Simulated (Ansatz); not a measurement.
**Caesium, diamond under RPBE: ground state and equation of state**

The plan for caesium in the diamond structure: relax it, solve it on a dense k-mesh, then scale the cell to 7 volumes from 88 to 112 % of the relaxed one and try a fit of the equation of state. Spin polarisation is left out. The k-meshes are 5×5×5 for the relaxation; 8×8×8 for the dense run; 5×5×5 for the volumes.

This is Cs in the diamond structure; at room conditions it is bcc.

Program: Ansatz 0.2.0. Level of theory: DFT RPBE, plane waves (420 eV) with PAW, scalar-relativistic; PAW files made under PBE, frozen cores solved again for the functional. These are calculated values, not measurements.

### 1 The structure to begin with

It takes space group Fd-3m (No. 227, cubic). Conventional cell: a = 10.605 Å, b = 10.605 Å, c = 10.605 Å, α = 90.00°, β = 90.00°, γ = 90.00°.

Structure file:

```cif
data_structure
_symmetry_space_group_name_H-M 'P 1'
_symmetry_Int_Tables_number 1
_cell_length_a 7.4992
_cell_length_b 7.4992
_cell_length_c 7.4992
_cell_angle_alpha 60.000
_cell_angle_beta 60.000
_cell_angle_gamma 60.000
_cell_volume 298.21
loop_
_atom_site_label
_atom_site_type_symbol
_atom_site_fract_x
_atom_site_fract_y
_atom_site_fract_z
_atom_site_occupancy
Cs1 Cs 0.12500 0.12500 0.12500 1
Cs2 Cs 0.87500 0.87500 0.87500 1
```

### 2 Relaxing cell and atoms

The input, input.yaml:

```yaml
crystal:
  lattice:
    - [0.0, 5.3027061682, 5.3027061682]
    - [5.3027061682, 0.0, 5.3027061682]
    - [5.3027061682, 5.3027061682, 0.0]
  atoms:
    - { symbol: Cs, position: [0.125, 0.125, 0.125] }
    - { symbol: Cs, position: [0.875, 0.875, 0.875] }
hamiltonian:
  xc: rpbe
  pseudopotentials:
    kind: paw
    azcp:
      Cs: "pseudopotentials/Cs.paw.azcp"
basis:
  ecutwfc: 420
  fft_grid_basis: typed
kpoints:
  mp_grid: { grid: [5, 5, 5], shift: [0, 0, 0] }
magnetization:
  spin_polarized: false
scf:
  occupations: { method: fermi_dirac, width: 0.1 }
relax:
  max_steps: 60
  f_tol: 0.01
  cell: {}
```

Output, shortened:

```text
Warning: RAYON_NUM_THREADS=2 ignored (pool sized by the plan → 2); use --threads N
[...]
Pseudopotentials: kind: paw
Pseudopotential: Cs, paw, valence charge 9, recommended cutoff 420 eV (normal), <dir>
Functional definition: RPBE
[...]
Crystal: 2 atoms, lattice volume = 298.210 Å³
Basis set: ecut = 420 eV, 5817 PW (Γ), exchange–correlation on 108×108×108 points (8 copies of the dense FFT grid, shifted against one another)
Bands: 13, of which v1, the nominal top of the filled ones, is band 9 counted from 1 (8 counted from 0)
Symmetry: 48 space group operations
Space group: Fd-3m (ITA 227), of the structure as read, at distance tolerance 6.7e-5 Å
k-points: 10 of 125
[...]
SCF iter   1: F=—  HF=-11360.290776 eV  |F-HF|=—  |Δ(HF+E_count)|=         —  Δρ=1.35e-3  dr2=3.04e-2  ethr=1.77e-3  ⟨swp⟩=6.4  Hψ=855  notcnv=0
[...]
relax step   1: F+E_penalty+E_count = -11360.30563472 eV  Δ(F+E_penalty+E_count) = +0.000e0 eV  max|allowed force component| = 2.313e-18 eV/Å  Δτ_max = 0.0000 Å  P = +0.318 GPa  Ω = 298.210 Å³  (6 SCF iters, dr2 threshold 1.00e-7 eV, accepted)
[...]
relax step   5: F+E_penalty+E_count = -11360.40746451 eV  Δ(F+E_penalty+E_count) = -2.464e-3 eV  max|allowed force component| = 6.072e-18 eV/Å  Δτ_max = 0.0000 Å  P = +0.004 GPa  Ω = 421.229 Å³  energy of the carried Pulay correction = -6.698e-5 eV  (7 SCF iters, accepted)
[...]
relax step   6: F+E_penalty+E_count = -11360.41029636 eV  Δ(F+E_penalty+E_count) = -2.832e-3 eV  max|allowed force component| = 8.674e-18 eV/Å  Δτ_max = 0.0000 Å  P = +0.016 GPa  Ω = 421.229 Å³  stress off target by 1.59e-2 GPa  SCF on the basis re-selected at this cell (its energy is not [...]
SCF converged after 6 iterations
Free energy (F): -11360.410296 eV
[...]
E sigma→0 (E₀):  -11360.375890 eV
Entropy (-TS):   -0.068813 eV (-34.407 meV/atom)
Fermi energy:    0.462046 eV
[...]
--- Forces (eV/Å), atoms counted from 1 ---
  atom   1  Cs    -0.00000000    -0.00000000     0.00000000
  atom   2  Cs     0.00000000     0.00000000    -0.00000000
[...]
--- Stress (GPa, compression-positive) ---
        0.015878       0.000000       0.000000
        0.000000       0.015878       0.000000
        0.000000       0.000000       0.015878
  P = ⅓ Tr σ = 0.0159 GPa (0.159 kbar)
--- Relaxed structure (5 steps of the walk, 5 accepted, 1 SCFs on fresh bases) ---
  F+E_penalty+E_count = -11360.41029636 eV   max|allowed force component| = 8.674e-18 eV/Å   (the final SCF, on the basis selected at the relaxed cell)
  cell:  # Å, volume = 421.2288 Å³
    - [-1.777010996472337e-33, 5.949712952205201, 5.949712952205201]
    - [5.949712952205201, -2.345662476862286e-33, 5.949712952205201]
    - [5.949712952205201, 5.949712952205201, 6.042792770262113e-34]
  atoms:
    - { symbol: Cs, position: [0.125, 0.125, 0.125] }
    - { symbol: Cs, position: [0.8749999999999999, 0.8749999999999999, 0.8749999999999999] }
```

It took 5.4 s on 2 threads of an x86-64 CPU, shared host; peak memory 0.65 GiB.

The walk, from the log:

```
step  energy change (meV/atom)  largest force (eV/Å)  pressure (GPa)  volume (Å³/atom)
   1                      0.00                0.0000            0.32           149.105
   2                     -5.30                0.0000            0.29           151.879
   3                    -36.14                0.0000            0.14           175.042
   4                    -49.68                0.0000            0.04           200.448
   5                    -50.91                0.0000            0.00           210.614
   6                    -52.33                0.0000            0.02           210.614
```

Steps that repeat a cell are solved on a basis chosen anew, so their changes of energy are no gain of the relaxation.

Changes in the cell that was computed:

|  | before | after | change |
| --- | --- | --- | --- |
| a (Å) | 7.499 | 8.414 | +12.2 % |
| b (Å) | 7.499 | 8.414 | +12.2 % |
| c (Å) | 7.499 | 8.414 | +12.2 % |
| volume (Å³/atom) | 149.105 | 210.614 | +41.3 % |
| shortest distance (Å) | 4.592 | 5.153 | +12.2 % |
| space group (spins left aside) | Fd-3m | Fd-3m | same |

### 3 Dense single point

The input, input.yaml:

```yaml
crystal:
  lattice:
    - [0.0, 5.9497129522, 5.9497129522]
    - [5.9497129522, 0.0, 5.9497129522]
    - [5.9497129522, 5.9497129522, 0.0]
  atoms:
    - { symbol: Cs, position: [0.125, 0.125, 0.125] }
    - { symbol: Cs, position: [0.875, 0.875, 0.875] }
hamiltonian:
  xc: rpbe
  pseudopotentials:
    kind: paw
    azcp:
      Cs: "pseudopotentials/Cs.paw.azcp"
basis:
  ecutwfc: 420
  fft_grid_basis: typed
kpoints:
  mp_grid: { grid: [8, 8, 8], shift: [0, 0, 0] }
magnetization:
  spin_polarized: false
scf:
  occupations: { method: fermi_dirac, width: 0.1 }
```

Output, shortened:

```text
Warning: RAYON_NUM_THREADS=2 ignored (pool sized by the plan → 2); use --threads N
[...]
Pseudopotentials: kind: paw
Pseudopotential: Cs, paw, valence charge 9, recommended cutoff 420 eV (normal), <dir>
Functional definition: RPBE
[...]
Crystal: 2 atoms, lattice volume = 421.229 Å³
Basis set: ecut = 420 eV, 8291 PW (Γ)
Bands: 13, of which v1, the nominal top of the filled ones, is band 9 counted from 1 (8 counted from 0)
Symmetry: 48 space group operations
Space group: Fd-3m (ITA 227), of the structure as read, at distance tolerance 7.5e-5 Å
k-points: 29 of 512
[...]
SCF iter   1: F=—  HF=-11360.399801 eV  |F-HF|=—  |Δ(HF+E_count)|=         —  Δρ=6.33e-4  dr2=3.61e-3  ethr=1.77e-3  ⟨swp⟩=6.4  Hψ=2503  notcnv=0
[...]
SCF iter   8: F=-11360.410205 eV  HF=-11360.410205 eV  |F-HF|=1.16e-9  |Δ(HF+E_count)|=   1.07e-7  Δρ=3.72e-7  dr2=3.41e-9  ethr=5.56e-10  ⟨swp⟩=2.7  Hψ=780  notcnv=0
[...]
SCF converged after 8 iterations
Free energy (F): -11360.410205 eV
[...]
E sigma→0 (E₀):  -11360.375936 eV
Entropy (-TS):   -0.068538 eV (-34.269 meV/atom)
Fermi energy:    0.463739 eV
[...]
```

Wall time 2.1 s (2 threads of an x86-64 CPU, shared host); peak memory 0.64 GiB.

### 4 At 88 % of the relaxed volume

The input, input.yaml:

```yaml
crystal:
  lattice:
    - [0.0, 5.7015145566, 5.7015145566]
    - [5.7015145566, 0.0, 5.7015145566]
    - [5.7015145566, 5.7015145566, 0.0]
  atoms:
    - { symbol: Cs, position: [0.125, 0.125, 0.125] }
    - { symbol: Cs, position: [0.875, 0.875, 0.875] }
hamiltonian:
  xc: rpbe
  pseudopotentials:
    kind: paw
    azcp:
      Cs: "pseudopotentials/Cs.paw.azcp"
basis:
  ecutwfc: 420
  fft_grid_basis: typed
kpoints:
  mp_grid: { grid: [5, 5, 5], shift: [0, 0, 0] }
magnetization:
  spin_polarized: false
scf:
  occupations: { method: fermi_dirac, width: 0.1 }
  lower_state_search: "off"
output:
  stress: true
```

Output, shortened:

```text
Warning: RAYON_NUM_THREADS=2 ignored (pool sized by the plan → 2); use --threads N
[...]
Pseudopotentials: kind: paw
Pseudopotential: Cs, paw, valence charge 9, recommended cutoff 420 eV (normal), <dir>
Functional definition: RPBE
[...]
Crystal: 2 atoms, lattice volume = 370.681 Å³
Basis set: ecut = 420 eV, 7343 PW (Γ)
Bands: 13, of which v1, the nominal top of the filled ones, is band 9 counted from 1 (8 counted from 0)
Symmetry: 48 space group operations
Space group: Fd-3m (ITA 227), of the structure as read, at distance tolerance 7.2e-5 Å
k-points: 10 of 125
[...]
SCF iter   1: F=—  HF=-11360.379397 eV  |F-HF|=—  |Δ(HF+E_count)|=         —  Δρ=7.67e-4  dr2=8.16e-3  ethr=1.77e-3  ⟨swp⟩=6.3  Hψ=843  notcnv=0
[...]
SCF iter   6: F=-11360.393562 eV  HF=-11360.393561 eV  |F-HF|=5.02e-8  |Δ(HF+E_count)|=   8.94e-7  Δρ=1.45e-6  dr2=4.70e-8  ethr=5.56e-10  ⟨swp⟩=4.2  Hψ=588  notcnv=0
[...]
SCF converged after 6 iterations
Free energy (F): -11360.393562 eV
[...]
E sigma→0 (E₀):  -11360.358174 eV
Entropy (-TS):   -0.070775 eV (-35.387 meV/atom)
Fermi energy:    0.798507 eV
[...]
--- Stress (GPa, compression-positive) ---
        0.097378       0.000000      -0.000000
        0.000000       0.097378      -0.000000
       -0.000000      -0.000000       0.097378
  P = ⅓ Tr σ = 0.0974 GPa (0.974 kbar)
```

It took 0.89 s on 2 threads of an x86-64 CPU, shared host; peak memory 0.54 GiB.

### 5 At 92 % of the relaxed volume

Changes to input.yaml since step 4:

```diff
@@ -2,5 +2,5 @@
   lattice:
-    - [0.0, 5.7015145566, 5.7015145566]
-    - [5.7015145566, 0.0, 5.7015145566]
-    - [5.7015145566, 5.7015145566, 0.0]
+    - [0.0, 5.7866243365, 5.7866243365]
+    - [5.7866243365, 0.0, 5.7866243365]
+    - [5.7866243365, 5.7866243365, 0.0]
   atoms:
```

Output, shortened:

```text
Warning: RAYON_NUM_THREADS=2 ignored (pool sized by the plan → 2); use --threads N
[...]
Pseudopotentials: kind: paw
Pseudopotential: Cs, paw, valence charge 9, recommended cutoff 420 eV (normal), <dir>
Functional definition: RPBE
[...]
Crystal: 2 atoms, lattice volume = 387.530 Å³
Basis set: ecut = 420 eV, 7631 PW (Γ)
Bands: 13, of which v1, the nominal top of the filled ones, is band 9 counted from 1 (8 counted from 0)
Symmetry: 48 space group operations
Space group: Fd-3m (ITA 227), of the structure as read, at distance tolerance 7.3e-5 Å
k-points: 10 of 125
[...]
SCF iter   1: F=—  HF=-11360.389332 eV  |F-HF|=—  |Δ(HF+E_count)|=         —  Δρ=7.10e-4  dr2=6.10e-3  ethr=1.77e-3  ⟨swp⟩=6.3  Hψ=843  notcnv=0
[...]
SCF iter   9: F=-11360.402068 eV  HF=-11360.402068 eV  |F-HF|=2.29e-7  |Δ(HF+E_count)|=   7.20e-7  Δρ=2.21e-6  dr2=5.63e-8  ethr=5.56e-10  ⟨swp⟩=3.4  Hψ=555  notcnv=0
[...]
SCF converged after 9 iterations
Free energy (F): -11360.402068 eV
[...]
E sigma→0 (E₀):  -11360.367134 eV
Entropy (-TS):   -0.069869 eV (-34.935 meV/atom)
Fermi energy:    0.676922 eV
[...]
--- Stress (GPa, compression-positive) ---
        0.065397       0.000000      -0.000000
        0.000000       0.065397      -0.000000
       -0.000000      -0.000000       0.065397
  P = ⅓ Tr σ = 0.0654 GPa (0.654 kbar)
```

Run time: 1.1 s. Hardware: 2 threads of an x86-64 CPU, shared host; peak memory 0.57 GiB.

### 6 At 96 % of the relaxed volume

Changes to input.yaml since step 5:

```diff
@@ -2,5 +2,5 @@
   lattice:
-    - [0.0, 5.7866243365, 5.7866243365]
-    - [5.7866243365, 0.0, 5.7866243365]
-    - [5.7866243365, 5.7866243365, 0.0]
+    - [0.0, 5.8693015686, 5.8693015686]
+    - [5.8693015686, 0.0, 5.8693015686]
+    - [5.8693015686, 5.8693015686, 0.0]
   atoms:
```

Output, shortened:

```text
Warning: RAYON_NUM_THREADS=2 ignored (pool sized by the plan → 2); use --threads N
[...]
Pseudopotentials: kind: paw
Pseudopotential: Cs, paw, valence charge 9, recommended cutoff 420 eV (normal), <dir>
Functional definition: RPBE
[...]
Crystal: 2 atoms, lattice volume = 404.380 Å³
Basis set: ecut = 420 eV, 7823 PW (Γ)
Bands: 13, of which v1, the nominal top of the filled ones, is band 9 counted from 1 (8 counted from 0)
Symmetry: 48 space group operations
Space group: Fd-3m (ITA 227), of the structure as read, at distance tolerance 7.4e-5 Å
k-points: 10 of 125
[...]
SCF iter   1: F=—  HF=-11360.396168 eV  |F-HF|=—  |Δ(HF+E_count)|=         —  Δρ=6.66e-4  dr2=4.66e-3  ethr=1.77e-3  ⟨swp⟩=6.3  Hψ=850  notcnv=0
[...]
SCF iter   9: F=-11360.407486 eV  HF=-11360.407486 eV  |F-HF|=2.15e-9  |Δ(HF+E_count)|=   7.90e-8  Δρ=4.64e-7  dr2=3.84e-9  ethr=5.56e-10  ⟨swp⟩=5.5  Hψ=469  notcnv=0
[...]
SCF converged after 9 iterations
Free energy (F): -11360.407486 eV
[...]
E sigma→0 (E₀):  -11360.372872 eV
Entropy (-TS):   -0.069229 eV (-34.614 meV/atom)
Fermi energy:    0.565108 eV
[...]
--- Stress (GPa, compression-positive) ---
        0.038452       0.000000      -0.000000
        0.000000       0.038452       0.000000
       -0.000000       0.000000       0.038452
  P = ⅓ Tr σ = 0.0385 GPa (0.385 kbar)
```

It took 1.1 s on 2 threads of an x86-64 CPU, shared host; peak memory 0.58 GiB.

### 7 At 100 % of the relaxed volume

Changes to input.yaml since step 6:

```diff
@@ -2,5 +2,5 @@
   lattice:
-    - [0.0, 5.8693015686, 5.8693015686]
-    - [5.8693015686, 0.0, 5.8693015686]
-    - [5.8693015686, 5.8693015686, 0.0]
+    - [0.0, 5.9497129522, 5.9497129522]
+    - [5.9497129522, 0.0, 5.9497129522]
+    - [5.9497129522, 5.9497129522, 0.0]
   atoms:
```

Output, shortened:

```text
Warning: RAYON_NUM_THREADS=2 ignored (pool sized by the plan → 2); use --threads N
[...]
Pseudopotentials: kind: paw
Pseudopotential: Cs, paw, valence charge 9, recommended cutoff 420 eV (normal), <dir>
Functional definition: RPBE
[...]
Crystal: 2 atoms, lattice volume = 421.229 Å³
Basis set: ecut = 420 eV, 8291 PW (Γ)
Bands: 13, of which v1, the nominal top of the filled ones, is band 9 counted from 1 (8 counted from 0)
Symmetry: 48 space group operations
Space group: Fd-3m (ITA 227), of the structure as read, at distance tolerance 7.5e-5 Å
k-points: 10 of 125
[...]
SCF iter   1: F=—  HF=-11360.399831 eV  |F-HF|=—  |Δ(HF+E_count)|=         —  Δρ=6.32e-4  dr2=3.57e-3  ethr=1.77e-3  ⟨swp⟩=6.2  Hψ=849  notcnv=0
[...]
SCF iter   8: F=-11360.410308 eV  HF=-11360.410308 eV  |F-HF|=7.48e-10  |Δ(HF+E_count)|=   4.34e-8  Δρ=2.78e-7  dr2=1.90e-9  ethr=5.56e-10  ⟨swp⟩=5.0  Hψ=441  notcnv=0
[...]
SCF converged after 8 iterations
Free energy (F): -11360.410308 eV
[...]
E sigma→0 (E₀):  -11360.375901 eV
Entropy (-TS):   -0.068813 eV (-34.407 meV/atom)
Fermi energy:    0.462033 eV
[...]
--- Stress (GPa, compression-positive) ---
        0.015879       0.000000      -0.000000
       -0.000000       0.015879       0.000000
       -0.000000       0.000000       0.015879
  P = ⅓ Tr σ = 0.0159 GPa (0.159 kbar)
```

Wall time 1.2 s (2 threads of an x86-64 CPU, shared host); peak memory 0.56 GiB.

### 8 At 104 % of the relaxed volume

Changes to input.yaml since step 7:

```diff
@@ -2,5 +2,5 @@
   lattice:
-    - [0.0, 5.9497129522, 5.9497129522]
-    - [5.9497129522, 0.0, 5.9497129522]
-    - [5.9497129522, 5.9497129522, 0.0]
+    - [0.0, 6.0280076276, 6.0280076276]
+    - [6.0280076276, 0.0, 6.0280076276]
+    - [6.0280076276, 6.0280076276, 0.0]
   atoms:
```

Output, shortened:

```text
Warning: RAYON_NUM_THREADS=2 ignored (pool sized by the plan → 2); use --threads N
[...]
Pseudopotentials: kind: paw
Pseudopotential: Cs, paw, valence charge 9, recommended cutoff 420 eV (normal), <dir>
Functional definition: RPBE
[...]
Crystal: 2 atoms, lattice volume = 438.078 Å³
Basis set: ecut = 420 eV, 8609 PW (Γ)
Bands: 13, of which v1, the nominal top of the filled ones, is band 9 counted from 1 (8 counted from 0)
Symmetry: 48 space group operations
Space group: Fd-3m (ITA 227), of the structure as read, at distance tolerance 7.6e-5 Å
k-points: 10 of 125
[...]
SCF iter   1: F=—  HF=-11360.401319 eV  |F-HF|=—  |Δ(HF+E_count)|=         —  Δρ=6.02e-4  dr2=2.66e-3  ethr=1.77e-3  ⟨swp⟩=6.4  Hψ=861  notcnv=0
[...]
SCF iter   7: F=-11360.410956 eV  HF=-11360.410955 eV  |F-HF|=4.53e-8  |Δ(HF+E_count)|=   2.80e-6  Δρ=1.24e-6  dr2=2.40e-8  ethr=5.56e-10  ⟨swp⟩=6.7  Hψ=496  notcnv=0
[...]
SCF converged after 7 iterations
Free energy (F): -11360.410956 eV
[...]
E sigma→0 (E₀):  -11360.376641 eV
Entropy (-TS):   -0.068628 eV (-34.314 meV/atom)
Fermi energy:    0.366736 eV
[...]
--- Stress (GPa, compression-positive) ---
       -0.002978       0.000000       0.000000
        0.000000      -0.002978       0.000000
        0.000000      -0.000000      -0.002978
  P = ⅓ Tr σ = -0.0030 GPa (-0.030 kbar)
```

Run time: 1.1 s. Hardware: 2 threads of an x86-64 CPU, shared host; peak memory 0.59 GiB.

### 9 At 108 % of the relaxed volume

Changes to input.yaml since step 8:

```diff
@@ -2,5 +2,5 @@
   lattice:
-    - [0.0, 6.0280076276, 6.0280076276]
-    - [6.0280076276, 0.0, 6.0280076276]
-    - [6.0280076276, 6.0280076276, 0.0]
+    - [0.0, 6.1043196227, 6.1043196227]
+    - [6.1043196227, 0.0, 6.1043196227]
+    - [6.1043196227, 6.1043196227, 0.0]
   atoms:
```

Output, shortened:

```text
Warning: RAYON_NUM_THREADS=2 ignored (pool sized by the plan → 2); use --threads N
[...]
Pseudopotentials: kind: paw
Pseudopotential: Cs, paw, valence charge 9, recommended cutoff 420 eV (normal), <dir>
Functional definition: RPBE
[...]
Crystal: 2 atoms, lattice volume = 454.927 Å³
Basis set: ecut = 420 eV, 8873 PW (Γ)
Bands: 13, of which v1, the nominal top of the filled ones, is band 9 counted from 1 (8 counted from 0)
Symmetry: 48 space group operations
Space group: Fd-3m (ITA 227), of the structure as read, at distance tolerance 7.7e-5 Å
k-points: 10 of 125
[...]
SCF iter   1: F=—  HF=-11360.400894 eV  |F-HF|=—  |Δ(HF+E_count)|=         —  Δρ=5.83e-4  dr2=2.06e-3  ethr=1.77e-3  ⟨swp⟩=6.3  Hψ=855  notcnv=0
[...]
SCF iter   7: F=-11360.409789 eV  HF=-11360.409788 eV  |F-HF|=1.48e-7  |Δ(HF+E_count)|=   3.42e-6  Δρ=9.39e-7  dr2=2.20e-8  ethr=5.56e-10  ⟨swp⟩=7.0  Hψ=500  notcnv=0
[...]
SCF converged after 7 iterations
Free energy (F): -11360.409789 eV
[...]
E sigma→0 (E₀):  -11360.375459 eV
Entropy (-TS):   -0.068659 eV (-34.329 meV/atom)
Fermi energy:    0.278699 eV
[...]
--- Stress (GPa, compression-positive) ---
       -0.018648       0.000000       0.000000
       -0.000000      -0.018648       0.000000
        0.000000      -0.000000      -0.018648
  P = ⅓ Tr σ = -0.0186 GPa (-0.186 kbar)
```

Wall time 1.1 s (2 threads of an x86-64 CPU, shared host); peak memory 0.57 GiB.

### 10 At 112 % of the relaxed volume

Changes to input.yaml since step 9:

```diff
@@ -2,5 +2,5 @@
   lattice:
-    - [0.0, 6.1043196227, 6.1043196227]
-    - [6.1043196227, 0.0, 6.1043196227]
-    - [6.1043196227, 6.1043196227, 0.0]
+    - [0.0, 6.1787698824, 6.1787698824]
+    - [6.1787698824, 0.0, 6.1787698824]
+    - [6.1787698824, 6.1787698824, 0.0]
   atoms:
```

Output, shortened:

```text
Warning: RAYON_NUM_THREADS=2 ignored (pool sized by the plan → 2); use --threads N
[...]
Pseudopotentials: kind: paw
Pseudopotential: Cs, paw, valence charge 9, recommended cutoff 420 eV (normal), <dir>
Functional definition: RPBE
[...]
Crystal: 2 atoms, lattice volume = 471.776 Å³
Basis set: ecut = 420 eV, 9257 PW (Γ)
Bands: 13, of which v1, the nominal top of the filled ones, is band 9 counted from 1 (8 counted from 0)
Symmetry: 48 space group operations
Space group: Fd-3m (ITA 227), of the structure as read, at distance tolerance 7.8e-5 Å
k-points: 10 of 125
[...]
SCF iter   1: F=—  HF=-11360.398029 eV  |F-HF|=—  |Δ(HF+E_count)|=         —  Δρ=5.73e-4  dr2=1.66e-3  ethr=1.77e-3  ⟨swp⟩=6.4  Hψ=866  notcnv=0
[...]
SCF iter   7: F=-11360.407112 eV  HF=-11360.407112 eV  |F-HF|=1.28e-7  |Δ(HF+E_count)|=   3.59e-6  Δρ=8.28e-7  dr2=1.23e-8  ethr=5.56e-10  ⟨swp⟩=7.3  Hψ=505  notcnv=0
[...]
SCF converged after 7 iterations
Free energy (F): -11360.407112 eV
[...]
E sigma→0 (E₀):  -11360.372645 eV
Entropy (-TS):   -0.068935 eV (-34.468 meV/atom)
Fermi energy:    0.196739 eV
[...]
--- Stress (GPa, compression-positive) ---
       -0.031722      -0.000000      -0.000000
       -0.000000      -0.031722      -0.000000
       -0.000000      -0.000000      -0.031722
  P = ⅓ Tr σ = -0.0317 GPa (-0.317 kbar)
```

It took 1.2 s on 2 threads of an x86-64 CPU, shared host; peak memory 0.59 GiB.

### 11 Energy and pressure against volume

The cell was scaled evenly, with its shape and the fractional positions fixed.

```
V (Å³/atom)  E − E₀ (meV/atom)  P from the stress (GPa)  P from the fit (GPa)
    185.341                9.2                     0.10                  0.10
    193.765                4.8                     0.07                  0.07
    202.190                1.9                     0.04                  0.04
    210.614                0.4                     0.02                  0.02
    219.039                0.0                     0.00                  0.00
    227.464                0.6                    -0.02                 -0.02
    235.888                2.0                    -0.03                 -0.03
```

A third-order Birch-Murnaghan fit gives V₀ = 217.849 Å³/atom, B₀ = 0.5 GPa and B₀′ = 3.4; it misses no point by more than 0.01 meV/atom.

### 12 Results

```
                      quantity                          value
space group (spins left aside)                Fd-3m (No. 227)
             conventional cell                   a = 11.899 Å
                        volume                210.614 Å³/atom
             shortest distance                        5.153 Å
               gap on the mesh   none (levels filled in part)
               relative to bcc                  +236 meV/atom
                   V₀, B₀, B₀′  217.849 Å³/atom, 0.5 GPa, 3.4
```

What this shows: The relaxation enlarged the cell by 41.3 % in volume. It lies 236 meV/atom above the element's reference form at the same level (bcc, from a run of its own). No gap shows: it is a metal or semimetal at this level. The fitted modulus is 0.5 GPa, a soft solid. The symmetry was held, so the structure may be unstable against distortions that break it.
